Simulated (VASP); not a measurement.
# C in VASP: a series of runs

Runs on C. Level: PBE+D3(BJ). Tasks: single point, relaxation of the atoms.

All numbers are computed with VASP 6.6.1; they aren't measurements. Logs are shortened: lines on timing, memory, paths and dates and some standing lists are left out, and cuts for length are marked.

## Step 1: The structure

The cell holds a slab with vacuum, 18 atoms: a = 7.398 Å, b = 7.398 Å, c = 12.000 Å, α = 90.00°, β = 90.00°, γ = 120.00°.

The cell was built by a generator and needn't be a form met in nature.

## Step 2: Single point, PBE+D3(BJ)

INCAR reads:

```
SYSTEM = C
  PREC = Accurate
  ENCUT = 520
  EDIFF = 1E-6
  ISMEAR = -1
  SIGMA = 0.05
  LREAL = Auto
  LASPH = .True.
  NELM = 100
  ALGO = Normal
  ISIF = 2
  LWAVE = .False.
  LCHARG = .True.
  GGA = PE
  IVDW = 12
  LELF = .True.
  LVHAR = .True.
  NBANDS = 51
```

KPOINTS reads:

```
Automatic mesh
0
Gamma
  2 2 1
  0 0 0
```

POSCAR reads:

```
C
1.0
    7.3980000363      0.0000000000      0.0000000000
   -3.6990000181      6.4068559686      0.0000000000
    0.0000000000      0.0000000000     12.0000000000
C
18
Direct
    0.0000000000      0.0000000000      0.0833333333
    0.2222222222      0.1111111111      0.0833333333
    0.0000000000      0.3333333333      0.0833333333
    0.2222222222      0.4444444444      0.0833333333
    0.0000000000      0.6666666667      0.0833333333
    0.2222222222      0.7777777778      0.0833333333
    0.3333333333      0.0000000000      0.0833333333
    0.5555555556      0.1111111111      0.0833333333
    0.3333333333      0.3333333333      0.0833333333
    0.5555555556      0.4444444444      0.0833333333
    0.3333333333      0.6666666667      0.0833333333
    0.5555555556      0.7777777778      0.0833333333
    0.6666666667      0.0000000000      0.0833333333
    0.8888888889      0.1111111111      0.0833333333
    0.6666666667      0.3333333333      0.0833333333
    0.8888888889      0.4444444444      0.0833333333
    0.6666666667      0.6666666667      0.0833333333
    0.8888888889      0.7777777778      0.0833333333
```

Potentials or basis: VASP PAW PBE potentials, release 64 (C).

Command:

```console
cat potpaw_PBE.64/C/POTCAR > POTCAR
mpirun -np 1 vasp_std > vasp.out
```

OUTCAR:

```text
SYSTEM = C
   PREC = Accurate
   ENCUT = 520
   EDIFF = 1E-6
   ISMEAR = -1
   LREAL = Auto
   LASPH = .True.
   NELM = 100
   ISIF = 2
   GGA = PE
   IVDW = 12
 IVDW          = 12

 ion  position               nearest neighbor table
   1  0.000  0.000  0.083-  18 1.42  14 1.42   2 1.42
   2  0.222  0.111  0.083-   9 1.42   7 1.42   1 1.42
   3  0.000  0.333  0.083-  14 1.42  16 1.42   4 1.42
   4  0.222  0.444  0.083-   9 1.42   3 1.42  11 1.42
   5  0.000  0.667  0.083-  18 1.42   6 1.42  16 1.42
   6  0.222  0.778  0.083-   7 1.42  11 1.42   5 1.42
[... 10 lines left out ...]
  17  0.667  0.667  0.083-  12 1.42  18 1.42  10 1.42
  18  0.889  0.778  0.083-   1 1.42   5 1.42  17 1.42

  LATTYP: Found a hexagonal cell.
 ALAT       =     7.3980000363
 C/A-ratio  =     1.6220600083

  Lattice vectors:

 A1 = (   7.3980000363,   0.0000000000,   0.0000000000)
 A2 = (  -3.6990000181,   6.4068559686,   0.0000000000)
 A3 = (   0.0000000000,   0.0000000000,  12.0000000000)

Analysis of symmetry for initial positions (statically):
=====================================================================
 Subroutine PRICEL returns following result:

  LATTYP: Found a hexagonal cell.
 ALAT       =     2.4660000119
 C/A-ratio  =     4.8661800253

  Lattice vectors:

 A1 = (   2.4660000119,   0.0000000000,   0.0000000000)
 A2 = (  -1.2330000059,   2.1356186560,   0.0000000000)
 A3 = (   0.0000000000,   0.0000000000,  12.0000000000)

   9 primitive cells build up your supercell.

 Routine SETGRP: Setting up the symmetry group for a
 hexagonal supercell.

 Subroutine GETGRP returns: Found 24 space group operations
 (whereof  6 operations were pure point group operations)
 out of a pool of 24 trial point group operations.

The static configuration has the point symmetry C_3v.
 The point group associated with its full space group is D_6h.

Analysis of symmetry for dynamics (positions and initial velocities):
=====================================================================
 Subroutine PRICEL returns following result:

  LATTYP: Found a hexagonal cell.
 ALAT       =     2.4660000119
 C/A-ratio  =     4.8661800253

  Lattice vectors:

 A1 = (   2.4660000119,   0.0000000000,   0.0000000000)
 A2 = (  -1.2330000059,   2.1356186560,   0.0000000000)
 A3 = (   0.0000000000,   0.0000000000,  12.0000000000)

   9 primitive cells build up your supercell.

 Routine SETGRP: Setting up the symmetry group for a
 hexagonal supercell.

 Subroutine GETGRP returns: Found 24 space group operations
 (whereof  6 operations were pure point group operations)
 out of a pool of 24 trial point group operations.

The dynamic configuration has the point symmetry C_3v.
 The point group associated with its full space group is D_6h.

 Subroutine INISYM returns: Found 24 space group operations
 (whereof  6 operations are pure point group operations),
 and found     9 'primitive' translations

----------------------------------------------------------------------------------------

                                     Primitive cell

  volume of cell :      63.1972

  direct lattice vectors                    reciprocal lattice vectors
     2.466000012  0.000000000  0.000000000     0.405515002  0.234124196  0.000000000
    -1.233000006  2.135618656  0.000000000     0.000000000  0.468248391  0.000000000
     0.000000000  0.000000000 12.000000000     0.000000000  0.000000000  0.083333333

  length of vectors
     2.466000012  2.466000012 12.000000000     0.468248391  0.468248391  0.083333333

  position of ions in fractional coordinates (direct lattice)
     0.000000000  0.000000000  0.083333333
     0.666666667  0.333333333  0.083333333

  ion indices of the primitive-cell ions
   primitive index   ion index
                 1           1
                 2          14

----------------------------------------------------------------------------------------

 KPOINTS: Automatic mesh

Automatic generation of k-mesh.
 Grid dimensions read from file:
 generate k-points for:    2    2    1

 Generating k-lattice:

  Cartesian coordinates                     Fractional coordinates (reciprocal lattice)
     0.067585834  0.039020699  0.000000000     0.500000000 -0.000000000  0.000000000
     0.000000000  0.078041399  0.000000000     0.000000000  0.500000000  0.000000000
     0.000000000  0.000000000  0.083333333     0.000000000  0.000000000  1.000000000

  Length of vectors
     0.078041399  0.078041399  0.083333333

  Shift w.r.t. Gamma in fractional coordinates (k-lattice)
     0.000000000  0.000000000  0.000000000

 Subroutine IBZKPT returns following result:
 ===========================================

 Found      2 irreducible k-points:

 Following reciprocal coordinates:
            Coordinates               Weight
  0.000000  0.000000  0.000000      1.000000
  0.500000  0.000000  0.000000      3.000000
   k-points           NKPTS =      2   k-points in BZ     NKDIM =      2   number of bands    NBANDS=     51
   number of dos      NEDOS =    301   number of ions     NIONS =     18
   total plane-waves  NPLWV = 282240
   dimension x,y,z NGX =    56 NGY =   56 NGZ =   90
   dimension x,y,z NGXF=   112 NGYF=  112 NGZF=  180
   ions per type =              18
   NGX,Y,Z   is equivalent  to a cutoff of  12.58, 12.58, 12.47 a.u.
   NGXF,Y,Z  is equivalent  to a cutoff of  25.17, 25.17, 24.94 a.u.
 SYSTEM =  C
   PREC   = accura    normal or accurate (medium, high low for compatibility)
   ISTART =      0    job   : 0-new  1-cont  2-samecut
   ICHARG =      2    charge: 1-file 2-atom 10-const
   ISPIN  =      1    spin polarized calculation?
   LNONCOLLINEAR =      F non collinear calculations
   LSORBIT =      F    spin-orbit coupling
   LASPH  =      T    aspherical Exc in radial PAW
   ENCUT  =  520.0 eV  38.22 Ry    6.18 a.u.  13.76 13.76 22.31*2*pi/ulx,y,z
   NELM   =    100;   NELMIN=  2; NELMDL= -5     # of ELM steps
   EDIFF  = 0.1E-05   stopping-criterion for ELM
   LREAL  =      T    real-space projection
   EDIFFG = 0.1E-04   stopping-criterion for IOM
   NSW    =      0    number of steps for IOM
[... 5 lines left out ...]
   TEBEG  =    0.0;   TEEND  =   0.0 temperature during run
   PSTRESS=    0.0 pullay stress
   NELECT =      72.0000    total number of electrons
   NUPDOWN=      -1.0000    fix difference up-down
   EMIN   =  10.00;   EMAX   =-10.00  energy-range for DOS
   EFERMI =   0.00;   METHOD = LEGACY
   ISMEAR =    -1;   SIGMA  =   0.05  broadening in eV -4-tet -1-fermi 0-gaus
   EFERMI_NEDOS =   21; number of points for ismear=-14 and -15
   IALGO  =     38    algorithm
   IMIX   =      4    mixing-type and parameters
     AMIX     =   0.40;   BMIX     =  1.00
     AMIX_MAG =   1.60;   BMIX_MAG =  1.00
  volume/ion in A,a.u.               =      31.60       213.24
  Fermi-wavevector in a.u.,A,eV,Ry     =   0.822001  1.553356  9.193253  0.675685
  Thomas-Fermi vector in A             =   1.933259
   LORBIT       =      0    0 simple, 1 ext, 2 COOP (PROOUT), +10 PAW based schemes
   GGA     = PE    functional components
   LHFCALC =     F    Hartree Fock is set to
   AEXX    =    0.0000 exact exchange contribution
   IVDW    =    12    specifies the selected vdW correction
   LEPSILON=     F    determine dielectric tensor
   LRPA    =     F    only Hartree local field effects (RPA)
 non-spin polarized calculation
  energy-cutoff  :      520.00
  volume of cell :      568.78
 maximum number of plane-waves:     15363
 NGX is ok and might be reduce to    56
   NGX = 27   NGY = 27   NGZ = 45

 number of electron      72.0000001 magnetization

 Free energy of the ion-electron system (eV)
  ---------------------------------------------------
  ext. energy  EPLUGINS =         0.00000000
  ---------------------------------------------------
  free energy    TOTEN  =      -165.62817245 eV

  energy without entropy =     -165.55885773  energy(sigma->0) =     -165.59351509

 E-fermi :  -1.7401     XC(G=0):  -3.5706

 val. band max:       -1.7401429332   @ k =   0.0000   0.0000   0.0000
 cond. band min:      -1.7401423012   @ k =   0.0000   0.0000   0.0000
 fundamental gap:      0.0000006320
 Fermi energy:        -1.7401426891

 k-point     1 :       0.0000    0.0000    0.0000
  band No.  band energies     occupation
      1     -21.2625      2.00000
      2     -18.6781      2.00000
      3     -18.6781      2.00000
      4     -18.6781      2.00000
      5     -18.6781      2.00000
      6     -18.6781      2.00000
[... 40 lines left out ...]
     47       3.4689      0.00000
     48       5.0175      0.00000

 k-point     2 :       0.5000    0.0000    0.0000
  band No.  band energies     occupation
      1     -20.6081      2.00000
      2     -20.6081      2.00000
      3     -19.3157      2.00000
      4     -19.3157      2.00000
      5     -16.8317      2.00000
      6     -16.8317      2.00000
[... 40 lines left out ...]
     47       4.1406      0.00000
     48       4.3659      0.00000
 [bands above 48 left out]

------------------------ aborting loop because EDIFF is reached ----------------------------------------

 Edisp (eV)   -1.60185

 E8    (eV) :    -0.4992

  FORCE on cell =-STRESS in cart. coord.  units (eV):
  Direction    XX          YY          ZZ          XY          YZ          ZX
  --------------------------------------------------------------------------------------
  -------------------------------------------------------------------------------------
  Total       1.08922     1.08922    -0.12075     0.00000    -0.00000     0.00000
  in kB       3.06822     3.06822    -0.34014     0.00000    -0.00000     0.00000
  external pressure =        1.93 kB  Pullay stress =        0.00 kB

 VOLUME and BASIS-vectors are now :
 -----------------------------------------------------------------------------
  energy-cutoff  :      520.00
  volume of cell :      568.78
      direct lattice vectors                 reciprocal lattice vectors
     7.398000036  0.000000000  0.000000000     0.135171667  0.078041399  0.000000000
    -3.699000018  6.406855969  0.000000000     0.000000000  0.156082797  0.000000000
     0.000000000  0.000000000 12.000000000     0.000000000  0.000000000  0.083333333

 POSITION                                       TOTAL-FORCE (eV/Angst)
 -----------------------------------------------------------------------------------
      0.00000      0.00000      1.00000        -0.000000      0.000000      0.000000
      1.23300      0.71187      1.00000         0.000000     -0.000000      0.000000
     -1.23300      2.13562      1.00000        -0.000000      0.000000     -0.000000
      0.00000      2.84749      1.00000         0.000000     -0.000000     -0.000000
     -2.46600      4.27124      1.00000        -0.000000      0.000000     -0.000000
     -1.23300      4.98311      1.00000         0.000000      0.000000      0.000000
[... 10 lines left out ...]
      2.46600      4.27124      1.00000        -0.000000     -0.000000      0.000000
      3.69900      4.98311      1.00000         0.000000     -0.000000     -0.000000
 -----------------------------------------------------------------------------------
    total drift:                               -0.000000      0.000000     -0.000000

  FREE ENERGIE OF THE ION-ELECTRON SYSTEM (eV)
  ---------------------------------------------------
  free  energy   TOTEN  =      -167.2300262090 eV

  energy  without entropy=     -167.1607114909  energy(sigma->0) =     -167.19536885
```

It took 2.1 min on 1 thread of Intel Xeon Platinum 8259CL at 2.50GHz (Skylake/Cascade Lake), shared host; peak memory 0.53 GiB.

Results:

| Property | Result |
| --- | --- |
| Free energy | -167.2300 eV |
| Band gap on the k mesh | none (metal or under the smearing width) |
| Dispersion energy per atom | -0.089 eV |

Caveat: the k mesh is coarse (spacing up to 0.49 Å⁻¹), so the values aren't converged.

[end of part 1 of 2]
